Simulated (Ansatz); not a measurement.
# Relaxing Ta in the diamond type

First guess:

```
CELL_PARAMETERS angstrom
0.00000 3.21951 3.21951
3.21951 0.00000 3.21951
3.21951 3.21951 0.00000
ATOMIC_POSITIONS crystal
Ta 0.00000 0.00000 0.00000
Ta 0.25000 0.25000 0.25000
```

The calculation used Ansatz 0.2.0, DFT, PBE, PAW with Ansatz's default frozen-core files, scalar-relativistic.

Cell and atoms relax within the symmetry of the start on a 9×9×9 k mesh with 0.03 eV Fermi–Dirac smearing.

The start is built from a prototype, known or not as a phase of this compound; the cutoff is 420 eV.

Spin–orbit coupling is left out, though it moves levels of the heavy atoms by tenths of an eV or more.

(1) What is the pressure of the first guess?

(2) What does it relax to?

(3) How much energy does the relaxation release?

Results:

(1) -8.63 GPa.

(2) a = 6.107 Å, b = 6.107 Å, c = 6.107 Å, α = 90.00°, β = 90.00°, γ = 90.00° (conventional cell), 28.46 Å³ per atom:
```
CELL_PARAMETERS angstrom
0.00000 3.05330 3.05330
3.05330 0.00000 3.05330
3.05330 3.05330 0.00000
ATOMIC_POSITIONS crystal
Ta 0.00000 0.00000 0.00000
Ta 0.25000 0.25000 0.25000
```

(3) 149 meV/atom.
